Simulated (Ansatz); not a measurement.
**AlRu: strain energy, fitted**

AlRu, Pm-3m, a = 2.976 Å. The structure is a Materials Project entry; whether it is the stable form wasn't checked. Ansatz: PBEsol, PAW, 420 eV, Γ-centred 18×18×18 mesh on 2 atoms, Gaussian smearing 0.10 eV; no spin polarisation. Series: uniaxial strain along a, with b, c and atoms relaxed; x is the strain in per cent. y is the free energy over the unstrained cell, V0 = 13.183 Å³/atom.

| x (%) | y (meV/atom) |
| --- | --- |
| -4.5 | ? |
| -3.0 | 9.54 |
| -1.5 | 2.30 |
| 0.0 | 0.00 |
| 1.5 | 2.22 |
| 3.0 | 8.46 |
| 4.5 | 18.28 |

Fit y = c2 x² + c3 x³ to the other rows, turn c2 into a modulus, and predict the missing energy.

Least squares on the rows shown. y = 0.99811 x² − 0.020999 x³. In eV per unit strain² c2 is 9.981; this is Young's modulus along the axis (E = ½ Y V0 ε²): 2 × 9.981 × 160.2 / (13.183) = 243 GPa. At x = -4.5 the fit asked for gives 22.13 meV/atom. The run gave 22.28 meV/atom, so the fit is 0.15 meV/atom too low, 0.67 % of the span of the series, against an rms of 0.03 meV/atom on the fitted rows. The row lies outside the fitted range. With a term in x⁴ added, a fit to the same known rows predicts 21.90 meV/atom, further off still.